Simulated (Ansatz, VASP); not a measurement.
PbS in VASP and in Ansatz

File INCAR:

```
PREC = Accurate ; ENCUT = 520
EDIFF = 1E-8 ; ISMEAR = -1
SIGMA = 0.02 ; LREAL = F
LASPH = T ; NELM = 100
ALGO = Normal ; ISIF = 2
LWAVE = F ; LCHARG = F
GGA = PE ; LEFG = T
NBANDS = 28
```

Contents of KPOINTS:

```
regular mesh
0
Gamma
  7 7 7
```

File POSCAR:

```
PbS
1.0
    2.0799526950     -5.9912968650      0.0000000000
    2.0799526950      5.9912968650      0.0000000000
    0.0000000000      0.0000000000      4.2793209400
Pb S
2 2
Direct
    0.8694366500      0.1305633500      0.7500000000
    0.1305633500      0.8694366500      0.2500000000
    0.6452029100      0.3547970900      0.7500000000
    0.3547970900      0.6452029100      0.2500000000
```

Input for Ansatz:

```yaml
crystal:
  lattice:
    - [2.079952695, -5.991296865, 0.0]
    - [2.079952695, 5.991296865, 0.0]
    - [0.0, 0.0, 4.27932094]
  atoms:
    - { symbol: Pb, position: [0.86943665, 0.13056335, 0.75] }
    - { symbol: Pb, position: [0.13056335, 0.86943665, 0.25] }
    - { symbol: S, position: [0.64520291, 0.35479709, 0.75] }
    - { symbol: S, position: [0.35479709, 0.64520291, 0.25] }
kpoints:
  mp_grid: { grid: [7, 7, 7] }
scf:
  occupations: { method: fermi_dirac, width: 0.02 }
hamiltonian:
  xc: pbe
  pseudopotentials: { kind: paw }
output:
  forces: true
  stress: true
  populations: true
  efg: { quadrupole_moments_barn: { S: -0.0694 }, contact_densities: true }
```

Measurements of this composition are mostly on another form, of space group No. 225.

Alike in both runs: task electric field gradients; functional PBE; k mesh 7 × 7 × 7; occupations fermi-dirac, width 0.02 eV; no spin polarisation.

```csv
,VASP,Ansatz
version,VASP 6.6.1,Ansatz 0.2.0
potentials or method,"VASP PAW PBE potentials, release 64 (Pb_d, S)","plane-wave PAW, scalar-relativistic"
plane-wave cutoff (eV),520,420
valence electrons in the cell,40,40
```

Ansatz gave:

| Property | Result |
| --- | --- |
| gap on the k mesh at the Fermi level (eV) | 1.22 |
| pressure (GPa) | 1.1 |
| largest component of the traceless stress (GPa) | 0.27 |
| rms of the force components (eV/Å) | 0.051 |
| Vzz of the field gradient on the site that differs most (V/Å²) | -231.4 |

What did VASP give for the same quantities?

gap on the k mesh at the Fermi level (eV): 1.22; pressure (GPa): 1.0; largest component of the traceless stress (GPa): 0.25; rms of the force components (eV/Å): 0.050; Vzz of the field gradient on the site that differs most (V/Å²): -232.2.

Atom by atom the forces differ by 0.002 eV/Å (rms over components). The functional is the same, so the differences come from potentials, cutoffs and numerics. Ansatz warned: «gradients_without_spin_orbit».

Caveats: spin-orbit coupling is left out, which as a rule narrows the gap of such compounds by several tenths of an eV; an odd mesh through Γ misses points on the zone boundary, where band edges often lie.
